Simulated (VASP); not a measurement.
Crystal: Ge.

```
Ge
1.0
     5.24058    0.00000    0.00000
     0.00000    5.24058    0.00000
     0.00000    0.00000    2.65536
Ge
3
Direct
  0.00000 0.00000 0.00000
  0.00000 0.50000 0.00000
  0.50000 0.00000 0.00000
```

The cell was built by a generator and needn't be a form met in nature.

| Item | Value |
| --- | --- |
| Program | VASP 6.6.1 |
| Task | relaxation of cell and atoms |
| Functional | revPBE |
| Dispersion | D3 |
| Potentials or basis | VASP PAW PBE potentials, release 64 (Ge_d) |
| Cutoff | 600 eV |
| k mesh | 5 × 5 × 10 |
| Occupations | fermi-dirac, width 0.05 eV |
| Spin | no spin polarisation |

At the start: pressure 1.0 GPa; volume 24.31 Å³/atom.

**Question.** Where does the relaxation end?

**Answer.** Over 6 steps the energy falls by 6.1 meV/atom and the volume is 25.54 Å³/atom (+5.1 %); space group P4/mmm (No. 123, to 0.05 Å).

Step by step:
```
step  energy change (eV)  largest force (eV/Å)  pressure (GPa)  volume (Å³)
   1              0.0000                0.0000            0.96        72.93
   2             -0.0092                0.0000            0.73        74.46
   3             -0.0060                0.0000           -1.76        78.58
   4             -0.0154                0.0000            0.56        75.64
   5             -0.0178                0.0000           -0.31        77.10
   6             -0.0182                0.0000           -0.04        76.62
```

Final structure:
```xyz
3
Lattice="5.2890 0.0000 0.0000 0.0000 5.2890 0.0000 0.0000 0.0000 2.7388" Properties=species:S:1:pos:R:3 pbc="T T T"
Ge    0.0000    0.0000    0.0000
Ge    0.0000    2.6445    0.0000
Ge    2.6445    0.0000    0.0000
```

Caveat: the PAW data sets were made with another functional, which shifts forces and pressure a little; pairwise dispersion overbinds metals, which lowers pressure and volume.
